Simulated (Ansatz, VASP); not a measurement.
Si: VASP beside Ansatz

```
CELL_PARAMETERS angstrom
0.00000 2.72185 2.72185
2.72185 0.00000 2.72185
2.72185 2.72185 0.00000
ATOMIC_POSITIONS crystal
Si 0.50000 0.50000 0.50000
Si 0.75000 0.75000 0.75000
```

Alike in both runs: task single point; functional PBE; k mesh 3 × 3 × 3; occupations fermi-dirac, width 0.02 eV; no spin polarisation.

|  | VASP | Ansatz |
| --- | --- | --- |
| version | VASP 6.6.1 | Ansatz 0.2.0 |
| potentials or method | VASP PAW PBE potentials, release 64 (Si), cutoff 520 eV | all-electron LAPW, scalar-relativistic |

VASP gave:

```
gap on the k mesh at the Fermi level (eV) : 0.70
least direct gap on the mesh (eV)         : 2.52
pressure (GPa)                            : 3.2
```

**Question.** Which values does Ansatz return?

**Answer.** gap on the k mesh at the Fermi level (eV): 0.70; least direct gap on the mesh (eV): 2.51; pressure (GPa): 3.3.

Ansatz ran all-electron here, so the differences hold the error of VASP's frozen core and of both bases.

Caveats: the k mesh is coarse (spacing up to 0.67 Å⁻¹), so the values aren't converged; an odd mesh through Γ misses points on the zone boundary, where band edges often lie. Expect the measured gap to be larger: semilocal functionals such as PBE lack the derivative discontinuity.
